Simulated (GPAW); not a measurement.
C:

```
C
1.0
     2.52210    0.00000    0.00000
    -1.26105    2.18420    0.00000
     0.00000    0.00000    8.23710
C
8
Direct
  0.66667 0.33333 0.84375
  0.33333 0.66667 0.34375
  0.66667 0.33333 0.65625
  0.33333 0.66667 0.15625
  0.00000 0.00000 0.90625
  0.00000 0.00000 0.40625
  0.00000 0.00000 0.59375
  0.00000 0.00000 0.09375
```

This is a hexagonal form of diamond, not graphite.

| Quantity | Value |
| --- | --- |
| Program | GPAW 26.7.0 |
| Task | relaxation of cell and atoms |
| Functional | BLYP |
| Dispersion | D4 |
| Potentials or basis | PAW data sets generated in the run's folder for this functional |
| Cutoff | 800 eV |
| Basis | pw |
| k mesh | 7 × 7 × 2 |
| Occupations | fermi-dirac, width 0.05 eV |
| Spin | no spin polarisation |

At the start: pressure 0.5 GPa; volume 5.67 Å³/atom.

Task: Where does the relaxation end?

Result: Over 7 steps the energy falls by 2.5 meV/atom and the volume is 5.68 Å³/atom (+0.1 %); space group P6_3/mmc (No. 194, to 0.05 Å).

Step by step:
```csv
step,energy change (eV),largest force (eV/Å),pressure (GPa),volume (Å³)
1,0.0000,0.3343,0.47,45.38
2,-0.0093,0.0931,0.39,45.38
3,-0.0122,0.0380,0.34,45.39
4,-0.0143,0.0867,0.27,45.39
5,-0.0180,0.1142,0.08,45.41
6,-0.0194,0.0636,-0.04,45.42
7,-0.0197,0.0131,-0.07,45.42
```

Final structure:
```
C
1.0
     2.51467    0.00000    0.00000
    -1.25733    2.17777    0.00000
     0.00000    0.00000    8.29461
C
8
Cartesian
  1.2573 0.7259 7.0050
  0.0000 1.4518 2.8577
  1.2573 0.7259 5.4370
  0.0000 1.4518 1.2896
  0.0000 0.0000 7.5236
  0.0000 0.0000 3.3763
  0.0000 0.0000 4.9183
  0.0000 0.0000 0.7710
```

Caveat: the k mesh is coarse; later steps reuse the first step's grids.
